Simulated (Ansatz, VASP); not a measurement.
# Ti in VASP and in Ansatz

The input INCAR:

```
SYSTEM = Ti
PREC = Accurate
ENCUT = 520
EDIFF = 1E-7
ISMEAR = 0
SIGMA = 0.023
LREAL = .False.
LASPH = .True.
NELM = 80
ALGO = Fast
ISIF = 2
LWAVE = .False.
LCHARG = .True.
GGA = PE
LELF = .True.
LVHAR = .True.
NBANDS = 12
```

KPOINTS

```
regular mesh
0
Gamma
  11 11 11
  0 0 0
```

POSCAR

```
Ti
1.0
   -1.6410000000      1.6410000000      1.6410000000
    1.6410000000     -1.6410000000      1.6410000000
    1.6410000000      1.6410000000     -1.6410000000
Ti
1
Direct
    0.0000000000      0.0000000000      0.0000000000
```

Contents of input.yaml:

```yaml
crystal:
  lattice:
    - [-1.641, 1.641, 1.641]
    - [1.641, -1.641, 1.641]
    - [1.641, 1.641, -1.641]
  atoms:
    - { symbol: Ti, position: [0.0, 0.0, 0.0] }
hamiltonian:
  xc: pbe
  pseudopotentials: { kind: paw }
kpoints:
  mp_grid: { grid: [11, 11, 11] }
scf:
  occupations: { method: gaussian, width: 0.023 }
output:
  forces: true
  stress: true
  eigenvalues: true
```

This isn't the form of Ti at room conditions, which is hcp.

Alike in both runs: task single point; functional PBE; k mesh 11 × 11 × 11; occupations gaussian, width 0.023 eV; no spin polarisation.

|  | VASP | Ansatz |
| --- | --- | --- |
| version | VASP 6.6.1 | Ansatz 0.2.0 |
| potentials or method | VASP PAW PBE potentials, release 64 (Ti_sv) | Ansatz PAW |
| plane-wave cutoff (eV) | 520 | 420 |
| valence electrons in the cell | 12 | 12 |

|  | VASP | Ansatz | Ansatz less VASP |
| --- | --- | --- | --- |
| gap on the k mesh at the Fermi level (eV) | none | none | - |
| pressure (GPa) | -3.1 | -2.9 | +0.23 |

A gap of «none» marks a metal or a gap that the smearing closes.
